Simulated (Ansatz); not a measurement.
# Iridium, simple cubic under PBE: ground state and equation of state, part 2 of 2

What does PBE give for iridium in the simple cubic structure? We relax it, solve it on a dense k-mesh, switch on spin-orbit coupling, then scale the cell to 7 volumes from 88 to 112 % of the relaxed one and try a fit of the equation of state. The k-meshes are 13×13×13 for the relaxation; 20×20×20 for the dense run; 12×12×12 for spin-orbit coupling; 20×20×20 for the volumes.

Ansatz 0.2.0; DFT, PBE, plane waves (420 eV) with PAW, scalar-relativistic. Earlier steps stand in the parts before.

### 7 At 96 % of the relaxed volume

This is Ir in the simple cubic structure; at room conditions it is fcc.

Input file input.yaml:

```yaml
crystal:
  lattice:
    - [2.5378056541, 0.0, 0.0]
    - [0.0, 2.5378056541, 0.0]
    - [0.0, 0.0, 2.5378056541]
  atoms:
    - { symbol: Ir, position: [0.0, 0.0, 0.0] }
hamiltonian:
  xc: pbe
  pseudopotentials:
    kind: paw
    azcp:
      Ir: "pseudopotentials/Ir.paw.azcp"
basis:
  ecutwfc: 420
  fft_grid_basis: typed
kpoints:
  mp_grid: { grid: [20, 20, 20], shift: [0, 0, 0] }
magnetization:
  spin_polarized: false
scf:
  occupations: { method: fermi_dirac, width: 0.1 }
output:
  stress: true
```

Standard output (excerpt; [...] marks lines left out):

```text
[...]
Pseudopotentials: kind: paw
Pseudopotential: Ir, paw, valence charge 17, recommended cutoff 420 eV (normal), <dir>
Functional definition: PBE
[...]
Crystal: 1 atoms, lattice volume = 16.345 Å³
Basis set: ecut = 420 eV, 305 PW (Γ)
Bands: 13, of which v1, the nominal top of the filled ones, is band 9 counted from 1 (8 counted from 0)
Symmetry: 48 space group operations
Space group: Pm-3m (ITA 221), of the structure as read, at distance tolerance 2.5e-5 Å
k-points: 286 of 8000
[...]
SCF iter   1: F=—  HF=-11934.311779 eV  |F-HF|=—  |Δ(HF+E_count)|=         —  Δρ=2.57e-3  dr2=4.37e-4  ethr=1.77e-3  ⟨swp⟩=5.0  Hψ=19577  notcnv=0
[...]
SCF iter   6: F=-11934.312616 eV  HF=-11934.312616 eV  |F-HF|=3.09e-11  |Δ(HF+E_count)|=   2.85e-9  Δρ=1.68e-6  dr2=1.78e-10  ethr=2.36e-11  ⟨swp⟩=1.8  Hψ=11148  notcnv=0
[...]
SCF converged after 6 iterations
Free energy (F): -11934.312616 eV
[...]
E sigma→0 (E₀):  -11934.289539 eV
Entropy (-TS):   -0.046154 eV (-46.154 meV/atom)
Fermi energy:    21.334989 eV
[...]
--- Stress (GPa, compression-positive) ---
       10.681146       0.000000       0.000000
        0.000000      10.681146       0.000000
       -0.000000       0.000000      10.681146
  P = ⅓ Tr σ = 10.6811 GPa (106.811 kbar)
```

It took 8.5 s on 1 thread of an x86-64 CPU, shared host; peak memory 0.51 GiB.

### 8 At 100 % of the relaxed volume

input.yaml, as its differences from that of step 7:

```diff
@@ -2,5 +2,5 @@
   lattice:
-    - [2.5378056541, 0.0, 0.0]
-    - [0.0, 2.5378056541, 0.0]
-    - [0.0, 0.0, 2.5378056541]
+    - [2.5725744357, 0.0, 0.0]
+    - [0.0, 2.5725744357, 0.0]
+    - [0.0, 0.0, 2.5725744357]
   atoms:
```

Standard output (excerpt; [...] marks lines left out):

```text
[...]
[... 3 set-up lines as earlier in the session ...]
[...]
Crystal: 1 atoms, lattice volume = 17.026 Å³
Basis set: ecut = 420 eV, 341 PW (Γ)
Bands: 13, of which v1, the nominal top of the filled ones, is band 9 counted from 1 (8 counted from 0)
[... 2 set-up lines as earlier in the session ...]
k-points: 286 of 8000
[...]
SCF iter   1: F=—  HF=-11934.332738 eV  |F-HF|=—  |Δ(HF+E_count)|=         —  Δρ=2.18e-3  dr2=4.15e-4  ethr=1.77e-3  ⟨swp⟩=4.9  Hψ=19388  notcnv=0
[...]
SCF iter   6: F=-11934.333693 eV  HF=-11934.333693 eV  |F-HF|=3.27e-11  |Δ(HF+E_count)|=  4.84e-10  Δρ=1.53e-6  dr2=1.55e-10  ethr=2.25e-11  ⟨swp⟩=1.6  Hψ=10278  notcnv=0
[...]
SCF converged after 6 iterations
Free energy (F): -11934.333693 eV
[...]
E sigma→0 (E₀):  -11934.309047 eV
Entropy (-TS):   -0.049292 eV (-49.292 meV/atom)
Fermi energy:    20.219506 eV
[...]
--- Stress (GPa, compression-positive) ---
       -0.322864      -0.000000       0.000000
        0.000000      -0.322864       0.000000
        0.000000       0.000000      -0.322864
  P = ⅓ Tr σ = -0.3229 GPa (-3.229 kbar)
```

Run time: 7.5 s. Hardware: 1 thread of an x86-64 CPU, shared host; peak memory 0.51 GiB.

### 9 At 104 % of the relaxed volume

input.yaml, as its differences from that of step 8:

```diff
@@ -2,5 +2,5 @@
   lattice:
-    - [2.5725744357, 0.0, 0.0]
-    - [0.0, 2.5725744357, 0.0]
-    - [0.0, 0.0, 2.5725744357]
+    - [2.6064279815, 0.0, 0.0]
+    - [0.0, 2.6064279815, 0.0]
+    - [0.0, 0.0, 2.6064279815]
   atoms:
```

Standard output (excerpt; [...] marks lines left out):

```text
[...]
[... 3 set-up lines as earlier in the session ...]
[...]
Crystal: 1 atoms, lattice volume = 17.707 Å³
Basis set: ecut = 420 eV, 341 PW (Γ)
Bands: 13, of which v1, the nominal top of the filled ones, is band 9 counted from 1 (8 counted from 0)
[... 2 set-up lines as earlier in the session ...]
k-points: 286 of 8000
[...]
SCF iter   1: F=—  HF=-11934.312208 eV  |F-HF|=—  |Δ(HF+E_count)|=         —  Δρ=2.19e-3  dr2=4.92e-4  ethr=1.77e-3  ⟨swp⟩=4.9  Hψ=19957  notcnv=0
[...]
SCF iter   6: F=-11934.313215 eV  HF=-11934.313215 eV  |F-HF|=5.46e-12  |Δ(HF+E_count)|=  9.46e-11  Δρ=1.12e-6  dr2=6.63e-11  ethr=5.88e-12  ⟨swp⟩=1.1  Hψ=9938  notcnv=0
[...]
SCF converged after 6 iterations
Free energy (F): -11934.313215 eV
[...]
E sigma→0 (E₀):  -11934.286970 eV
Entropy (-TS):   -0.052490 eV (-52.490 meV/atom)
Fermi energy:    19.189880 eV
[...]
--- Stress (GPa, compression-positive) ---
       -8.963961       0.000000       0.000000
        0.000000      -8.963961      -0.000000
        0.000000      -0.000000      -8.963961
  P = ⅓ Tr σ = -8.9640 GPa (-89.640 kbar)
```

Wall time 9.3 s (1 thread of an x86-64 CPU, shared host); peak memory 0.51 GiB.

### 10 At 108 % of the relaxed volume

input.yaml, as its differences from that of step 9:

```diff
@@ -2,5 +2,5 @@
   lattice:
-    - [2.6064279815, 0.0, 0.0]
-    - [0.0, 2.6064279815, 0.0]
-    - [0.0, 0.0, 2.6064279815]
+    - [2.6394242436, 0.0, 0.0]
+    - [0.0, 2.6394242436, 0.0]
+    - [0.0, 0.0, 2.6394242436]
   atoms:
```

Standard output (excerpt; [...] marks lines left out):

```text
[...]
[... 3 set-up lines as earlier in the session ...]
[...]
Crystal: 1 atoms, lattice volume = 18.388 Å³
Basis set: ecut = 420 eV, 365 PW (Γ)
Bands: 13, of which v1, the nominal top of the filled ones, is band 9 counted from 1 (8 counted from 0)
[... 2 set-up lines as earlier in the session ...]
k-points: 286 of 8000
[...]
SCF iter   1: F=—  HF=-11934.259157 eV  |F-HF|=—  |Δ(HF+E_count)|=         —  Δρ=2.38e-3  dr2=6.35e-4  ethr=1.77e-3  ⟨swp⟩=4.9  Hψ=19766  notcnv=0
[...]
SCF iter   6: F=-11934.260163 eV  HF=-11934.260163 eV  |F-HF|=7.28e-12  |Δ(HF+E_count)|=  9.09e-12  Δρ=1.44e-6  dr2=9.96e-11  ethr=4.65e-12  ⟨swp⟩=1.1  Hψ=10205  notcnv=0
[...]
SCF converged after 6 iterations
Free energy (F): -11934.260163 eV
[...]
E sigma→0 (E₀):  -11934.232293 eV
Entropy (-TS):   -0.055740 eV (-55.740 meV/atom)
Fermi energy:    18.236907 eV
[...]
--- Stress (GPa, compression-positive) ---
      -15.719256      -0.000000       0.000000
       -0.000000     -15.719256      -0.000000
        0.000000       0.000000     -15.719256
  P = ⅓ Tr σ = -15.7193 GPa (-157.193 kbar)
```

Run time: 7.9 s. Hardware: 1 thread of an x86-64 CPU, shared host; peak memory 0.52 GiB.

### 11 At 112 % of the relaxed volume

input.yaml, as its differences from that of step 10:

```diff
@@ -2,5 +2,5 @@
   lattice:
-    - [2.6394242436, 0.0, 0.0]
-    - [0.0, 2.6394242436, 0.0]
-    - [0.0, 0.0, 2.6394242436]
+    - [2.6716155168, 0.0, 0.0]
+    - [0.0, 2.6716155168, 0.0]
+    - [0.0, 0.0, 2.6716155168]
   atoms:
```

Standard output (excerpt; [...] marks lines left out):

```text
[...]
[... 3 set-up lines as earlier in the session ...]
[...]
Crystal: 1 atoms, lattice volume = 19.069 Å³
Basis set: ecut = 420 eV, 365 PW (Γ)
Bands: 13, of which v1, the nominal top of the filled ones, is band 9 counted from 1 (8 counted from 0)
[... 1 set-up line as earlier in the session ...]
Space group: Pm-3m (ITA 221), of the structure as read, at distance tolerance 2.7e-5 Å
k-points: 286 of 8000
[...]
SCF iter   1: F=—  HF=-11934.180733 eV  |F-HF|=—  |Δ(HF+E_count)|=         —  Δρ=2.64e-3  dr2=8.39e-4  ethr=1.77e-3  ⟨swp⟩=4.8  Hψ=19773  notcnv=0
[...]
SCF iter   6: F=-11934.181725 eV  HF=-11934.181725 eV  |F-HF|=1.27e-11  |Δ(HF+E_count)|=  7.28e-11  Δρ=1.56e-6  dr2=1.43e-10  ethr=8.13e-12  ⟨swp⟩=1.4  Hψ=10511  notcnv=0
[...]
SCF converged after 6 iterations
Free energy (F): -11934.181725 eV
[...]
E sigma→0 (E₀):  -11934.152215 eV
Entropy (-TS):   -0.059021 eV (-59.021 meV/atom)
Fermi energy:    17.352654 eV
[...]
--- Stress (GPa, compression-positive) ---
      -20.963928       0.000000       0.000000
       -0.000000     -20.963928       0.000000
        0.000000       0.000000     -20.963928
  P = ⅓ Tr σ = -20.9639 GPa (-209.639 kbar)
```

It took 9.4 s on 1 thread of an x86-64 CPU, shared host; peak memory 0.52 GiB.

### 12 Energy and pressure against volume

The cell was scaled evenly, with its shape and the fractional positions fixed.

| V (Å³/atom) | E − E₀ (meV/atom) | P from the stress (GPa) | P from the fit (GPa) |
| --- | --- | --- | --- |
| 14.983 | 231.6 | 42.43 | 42.17 |
| 15.664 | 92.0 | 24.67 | 24.30 |
| 16.345 | 19.6 | 10.68 | 10.30 |
| 17.026 | 0.0 | -0.32 | -0.69 |
| 17.707 | 22.1 | -8.96 | -9.32 |
| 18.388 | 76.8 | -15.72 | -16.10 |
| 19.069 | 156.9 | -20.96 | -21.41 |

Fit (Birch-Murnaghan, third order): V₀ = 16.978 Å³/atom, B₀ = 246 GPa, B₀′ = 5.0, largest residual 0.07 meV/atom.

Fit and stress differ a little: one follows E(σ → 0), the other the smeared free energy.

### 13 Outcome

The summary covers parts 1 to 2.

| quantity | value |
| --- | --- |
| space group (spins left aside) | Pm-3m (No. 221) |
| conventional cell | a = 2.573 Å |
| volume | 17.026 Å³/atom |
| shortest distance | 2.573 Å |
| gap on the mesh | none (levels filled in part) |
| relative to fcc | +1003 meV/atom |
| V₀, B₀, B₀′ | 16.978 Å³/atom, 246 GPa, 5.0 |

What this shows: The relaxation enlarged the cell by 11.4 % in volume. Against the reference form of iridium (fcc, computed apart with the same settings) it stands 1003 meV/atom higher, so it is far from stable. No gap shows: it is a metal or semimetal at this level. The total energy of the spin-orbit run lies -31.9 eV/atom from the scalar one, but the two kinds of run don't share a zero of energy: only differences within one kind count. B₀ comes out at 246 GPa. The symmetry was held, so the structure may be unstable against distortions that break it.
